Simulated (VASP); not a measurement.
Write the native input for VASP 6.6.1 that does the following.

| Item | Value |
| --- | --- |
| Task | relaxation of cell and atoms |
| Functional | PBE |
| Dispersion | D3(BJ) |
| Potentials or basis | VASP PAW PBE potentials, release 64 (Hf_pv, S) |
| Cutoff | 400 eV |
| k mesh | 12 × 12 × 6 |
| Occupations | gaussian, width 0.02 eV |
| Spin | no spin polarisation |
| Target pressure | 6 GPa |
| Pressure (GPa) | 6 |
| Further INCAR settings | ALGO = Fast; EDIFF = 1e-07; IBRION = 2; EDIFFG = -0.003; NSW = 40; ISIF = 3 |
| Target pressure | 6 GPa |

The structure of HfS2 lies in POSCAR:

```
HfS2
1.0
    3.6396641800      0.0000000000      0.0000000000
   -1.8198320900      3.1520416411      0.0000000000
    0.0000000000      0.0000000000      6.0555624700
Hf S
1 2
Direct
    0.0000000000      0.0000000000      0.0000000000
    0.6666666700      0.3333333300      0.7639520500
    0.3333333300      0.6666666700      0.2360479500
```

The cell is a database's computed one.

The input as run:

INCAR

```
ALGO = Fast ; EDIFF = 1E-7
EDIFFG = -0.003 ; ENCUT = 400
GGA = PE ; IBRION = 2
ISIF = 3 ; ISMEAR = 0
IVDW = 12 ; LASPH = T
LCHARG = F ; LREAL = F
LWAVE = F ; NELM = 80
NSW = 40 ; PREC = Accurate
PSTRESS = 60 ; SIGMA = 0.02
```

KPOINTS

```
k-points
0
Gamma
  12 12 6
```

Potentials or basis: VASP PAW PBE potentials, release 64 (Hf_pv, S).

Command:

```sh
$ cat potpaw_PBE.64/Hf_pv/POTCAR potpaw_PBE.64/S/POTCAR > POTCAR
$ mpirun -np 1 vasp_std > vasp.out
```

It gave:

| Quantity | Value |
| --- | --- |
| Relaxed volume | 19.25 Å³/atom |
| Relaxed cell | a = 3.512 Å, b = 3.512 Å, c = 5.406 Å, α = 90.00°, β = 90.00°, γ = 120.00° |
| Space group after relaxing (to 0.05 Å) | P-3m1 (No. 164) |
| Energy change on relaxing (the enthalpy is what falls) | +25.4 meV/atom |
| Ionic steps | 18 |
| Pressure after relaxing | 6.0 GPa |
| Band gap on the k mesh | 0.26 eV, indirect (least direct gap 1.38 eV) |
| Dispersion energy per atom | -0.388 eV |

Caveat: the cell is relaxed towards a set pressure, so the enthalpy falls and the energy may rise; the volume moved by over 15 % at a fixed basis, so the end points are rough; spin-orbit coupling is left out, which moves the levels of the heavy elements.

Run time: 4.4 min on 1 thread of Intel(R) Xeon(R) 6975P-C (Granite Rapids), on a shared host, peak memory 0.23 GiB.
